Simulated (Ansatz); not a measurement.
SnSe (zincblende): gap against strain (biaxial in x and y, z held)

SnSe in the zincblende structure, relaxed with r2SCAN in Ansatz, then strained (biaxial in x and y, z held; changes of length per length, axes as in the cell below) with the atoms relaxed again within the symmetry that is left. Space group F-43m (No. 216), cubic; conventional cell a = 6.728 Å, 38.07 Å³ an atom. Sn has 4 Se at 2.91 Å; Se has 4 Sn at 2.91 Å. (Calculated; spin-unpolarised; the phase may be known or hypothetical.)

```yaml
crystal:
  lattice:
    - [0.00000, 3.36398, 3.36398]
    - [3.36398, 0.00000, 3.36398]
    - [3.36398, 3.36398, 0.00000]
  atoms:
    - { symbol: Sn, position: [0.00000, 0.00000, 0.00000] }
    - { symbol: Se, position: [0.25000, 0.25000, 0.25000] }
```

Gaps are the least over each mesh (HSE06 4×4×4 when unstrained) and the special points, which keep their unstrained names.

```tsv
strain (%)	gap, HSE06 (eV)	edges, HSE06
0.0	0.304	W → X
+3.05	0.410	W → X
+5.25	0.489	W → X
```

Problem. Estimate the row for a strain of +1.48 %.

Solution.
```tsv
strain (%)	gap, HSE06 (eV)	edges, HSE06
+1.48	0.355	W → X
```

No spin-orbit coupling is included; it can move band edges with weight on the heavy atoms by tenths of an eV.

The meshes of the hybrids are coarse, so their gaps aren't converged to the digits shown.
